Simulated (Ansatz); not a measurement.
## Calculated field gradients at the nuclei for V2O5

The cell is an entry of the Crystallography Open Database (COD) whose atoms were relaxed with PBE, the cell held.

Space group Pmmn:1 (No. 59); a = 3.5710, b = 11.5440, c = 4.3830 Å.

| site | Wyckoff | site symmetry | x | y | z |
| --- | --- | --- | --- | --- | --- |
| V | 4e | m.. | 0.5000 | 0.8517 | 0.3879 |
| O5 | 4e | m.. | 0.5000 | 0.8554 | 0.0266 |
| O9 | 4e | m.. | 0.5000 | 0.6811 | 0.5066 |
| O13 | 2b | mm2 | 0.5001 | 0.0000 | 0.4986 |

One atom of each set is listed; the run and its k-mesh use a cell of 14 atoms with edges of 11.54, 4.38, 3.57 Å.

All values are calculated (Ansatz; DFT, r2SCAN, plane waves and PAW (field gradients read without the response of the frozen cores, which leaves them typically 4 to 6 % off), scalar-relativistic, 500 eV cutoff, Γ-centred 2×5×6 k-points, Fermi–Dirac smearing 0.02 eV), not measured.

Conventions: |V_zz| ≥ |V_yy| ≥ |V_xx|, η = (V_xx − V_yy)/V_zz, C_Q = eQV_zz/h.

⁵¹V: I = 7/2, Q = -52.00 mb; O-17: I = 5/2, Q = -25.58 mb. Quadrupole moments are those of Pyykkö's year-2017 table.

Problem. Give the quadrupolar parameters of the distinct sites.

Solution. 

```tsv
site	atoms	first shell	V_zz (10²¹ V/m²)	η	C_Q (MHz)
V	4	5 O at 1.58–2.04 Å	0.54	0.80	-0.676
O5	4	1 V at 1.58 Å	-0.78	0.98	0.483
O9	4	3 V at 1.88–2.04 Å	-5.43	0.75	3.36
O13	2	2 V at 1.78 Å, angle 148°	-6.34	0.12	3.92
```

At O13 V_zz points along the bisector of its two bonds (within 1°).

The largest force is 0.6 eV/Å, so the atoms aren't at the calculated equilibrium and relaxing them would move these values. Where η is near 1 the sign of V_zz means little.
